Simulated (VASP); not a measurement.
A run of VASP 6.6.1:

The input INCAR:

```
PREC     = Accurate       # precision mode
ENCUT    = 520            # plane-wave cutoff, eV
EDIFF    = 1E-7           # SCF threshold, eV
ISMEAR   = 0              # smearing method
SIGMA    = 0.1            # smearing width, eV
LREAL    = F              # projectors in reciprocal space
LASPH    = T              # aspherical terms in the spheres
NELM     = 80             # most SCF steps
ALGO     = Normal         # electronic algorithm
ISIF     = 3              # what is computed and relaxed
LWAVE    = F              # write WAVECAR
LCHARG   = F              # write CHGCAR
GGA      = CA             # functional
IBRION   = 2              # ionic algorithm
NSW      = 80             # ionic steps
EDIFFG   = -0.002         # ionic threshold
```

File KPOINTS:

```
regular mesh
0
Gamma
  18 18 18
```

The input POSCAR:

```
Al                                      
1.0
   -0.0000000000      1.9923467079      1.9923467079
    1.9923467079     -0.0000000000      1.9923467079
    1.9923467079      1.9923467079      0.0000000000
  Al            
     1
Direct
     0.0000000000000000    0.0000000000000000    0.0000000000000000
```

Potentials or basis: VASP PAW LDA potentials, release 64 (Al).

Launch:

```console
$ cat potpaw_LDA.64/Al/POTCAR > POTCAR
$ mpirun -np 1 vasp_std > vasp.out
```

Hardware: 1 thread of Intel(R) Xeon(R) 6975P-C (Granite Rapids), on a shared host.

Task: How long does it take, and how much memory?

Result: Wall time 4 s on 1 thread of Intel(R) Xeon(R) 6975P-C (Granite Rapids), with other jobs on the host, peak memory 0.13 GiB. Counts: scf iterations 10, k points 195, ion steps 1.
